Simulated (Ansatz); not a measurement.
The system is BAs.

```xyz
2
Lattice="0.0000 2.3885 2.3885 2.3885 0.0000 2.3885 2.3885 2.3885 0.0000" Properties=species:S:1:pos:R:3 pbc="T T T"
As    3.5827    3.5827    3.5827
B     0.0000    0.0000    0.0000
```

Program: Ansatz 0.2.0. Alike in all runs: task single point; level HSE06 form with a typed share of exact exchange; potentials or basis Ansatz PAW; no spin polarisation; cell as given; k mesh 5 × 5 × 5; cutoff (eV) 420; smearing fermi-dirac 0.05 eV; the mesh is coarse, so values aren't converged.

**Question.** Order these runs on this cell by their band gap on the k mesh, lowest first.
A. screening (1/Å) 0.4
B. screening (1/Å) 0.1
C. screening (1/Å) 0.2
D. screening (1/Å) 0.6

**Answer.** D (1.37 eV), A (1.54 eV), C (1.86 eV), B (2.14 eV).

Caveats: all runs use coarse meshes; odd divisions of the mesh miss points on the zone boundary, where band edges often lie, so the gap on the mesh can be too wide.

A k mesh can miss the band edges.
